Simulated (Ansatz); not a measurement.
# SnS: the cost of one run

Computed with Ansatz 0.2.0 (DFT PBE, scalar-relativistic, plane waves, PAW, unless a step's input says otherwise).

## Step 1: The system as given

The structure is orthorhombic, space group Pnma (No. 62). The conventional cell has a = 11.392 Å, b = 3.957 Å, c = 4.533 Å, α = 90.00°, β = 90.00°, γ = 90.00°. Around Sn (site symmetry m) lie 3 S at 2.63 to 2.65 Å. S (site symmetry m) has 3 Sn at 2.63 to 2.65 Å as nearest neighbours.

Coordinates:

```xyz
8
Lattice="11.3920 0.0000 0.0000 0.0000 3.9569 0.0000 0.0000 0.0000 4.5328" Properties=species:S:1:pos:R:3 pbc="T T T"
Sn    7.0817    0.9892    1.6751
Sn    4.3104    2.9676    2.8578
Sn   10.0064    2.9676    3.9415
Sn    1.3856    0.9892    0.5914
S     3.9587    0.9892    0.0480
S     7.4333    2.9676    4.4848
S     1.7373    2.9676    2.3144
S     9.6547    0.9892    2.2184
```

Source of the structure: the Materials Project (structure only).

(A quick probe on a coarse mesh, which set the mesh and smearing, is not shown.)

## Step 3: The relaxation

input.yaml

```yaml
crystal:
  lattice:
    - [11.39201851, 0.0, 0.0]
    - [0.0, 3.95685521, 0.0]
    - [0.0, 0.0, 4.53281069]
  atoms:
    - { symbol: Sn, position: [0.62163275, 0.25, 0.36953984] }
    - { symbol: Sn, position: [0.37836725, 0.75, 0.63046016] }
    - { symbol: Sn, position: [0.87836725, 0.75, 0.86953984] }
    - { symbol: Sn, position: [0.12163275, 0.25, 0.13046016] }
    - { symbol: S, position: [0.34749746, 0.25, 0.0105968] }
    - { symbol: S, position: [0.65250254, 0.75, 0.9894032] }
    - { symbol: S, position: [0.15250254, 0.75, 0.5105968] }
    - { symbol: S, position: [0.84749746, 0.25, 0.4894032] }
basis:
  ecutwfc: 420
kpoints:
  mp_grid: { grid: [4, 8, 6] }
hamiltonian:
  xc: pbe
scf:
  occupations: { method: gaussian, width: 0.02 }
output:
  forces: true
  stress: true
  eigenvalues: true
  write_density: true
  write_potential: true
  elf: true
  volumetric_format: npy
relax:
  adjacent_minimum: "off"
  f_tol: 0.005
  max_steps: 80
  cell: { stress_tol: 0.05 }
```

Started as:

```sh
$ ansatz run input.yaml --threads 4 --pin off --max-ram 8192MiB --backend cpu --events-out ev --progress --plain --runs-dir out
```

Q: Estimate wall time and peak memory on 4 threads of Intel Xeon Platinum 8259CL at 2.50GHz (Skylake/Cascade Lake), shared host.

About 1.7 min, with a peak of 0.93 GiB.
